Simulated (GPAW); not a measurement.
CuCl2:

```
Cu Cl
1.0
     4.52065    0.00000    0.00000
     0.00000    4.52065    0.00000
     0.00000    0.00000    4.31771
Cu Cl
1 2
Direct
  0.00000 0.00000 0.00000
  0.00000 0.50000 0.00000
  0.50000 0.00000 0.00000
```

Measurements of this composition are mostly on another form, of space group No. 12.

* Program: GPAW 26.7.0
* Task: relaxation of cell and atoms
* Functional: PBEsol
* Dispersion: D3(BJ)+ATM
* Potentials or basis: PAW data sets generated in the run's folder for this functional
* Cutoff: 600 eV
* Basis: pw
* k mesh: 5 × 5 × 5
* Occupations: fermi-dirac, width 0.05 eV
* Spin: no spin polarisation

At the start: pressure -2.1 GPa; volume 29.41 Å³/atom.

Task: How do energy, volume and symmetry change on relaxing?

Result: Over 11 steps the energy falls by 24.8 meV/atom and the volume is 23.94 Å³/atom (-18.6 %); space group P4/mmm (No. 123, to 0.05 Å).

Step by step:
| step | energy change (eV) | largest force (eV/Å) | pressure (GPa) | volume (Å³) |
| --- | --- | --- | --- | --- |
| 1 | 0.0000 | 0.0000 | -2.14 | 88.24 |
| 2 | -0.0071 | 0.0000 | -1.90 | 87.75 |
| 3 | -0.0278 | 0.0000 | -0.06 | 84.39 |
| 4 | -0.0284 | 0.0000 | -0.21 | 84.55 |
| 5 | -0.0297 | 0.0000 | -0.43 | 84.61 |
| 6 | -0.0334 | 0.0000 | -0.82 | 84.15 |
| 7 | -0.0413 | 0.0000 | -1.39 | 82.17 |
| 8 | -0.0527 | 0.0000 | -1.94 | 77.54 |
| 9 | -0.0606 | 0.0000 | -1.63 | 73.28 |
| 10 | -0.0720 | 0.0000 | -0.57 | 71.86 |
| 11 | -0.0743 | 0.0000 | 0.03 | 71.81 |

Final structure:
```yaml
crystal:
  lattice:
    - [4.44039, 0.00000, 0.00000]
    - [0.00000, 4.44039, 0.00000]
    - [0.00000, 0.00000, 3.64196]
  atoms:
    - { symbol: Cu, position: [0.00000, 0.00000, 0.00000] }
    - { symbol: Cl, position: [0.00000, 0.50000, 0.00000] }
    - { symbol: Cl, position: [0.50000, 0.00000, 0.00000] }
```

Caveat: with this Cu data set, volumes or pressures lay over 1.5 % or 2 GPa off other programs in two to four cells of ten; later steps reuse the first step's grids; the volume moved by over 15 % at a fixed basis, so the end points are rough; an odd number of electrons without spin polarisation forces a metal; a magnetic or distorted state may lie lower; the run has no spin polarisation, though such a crystal can be magnetic.
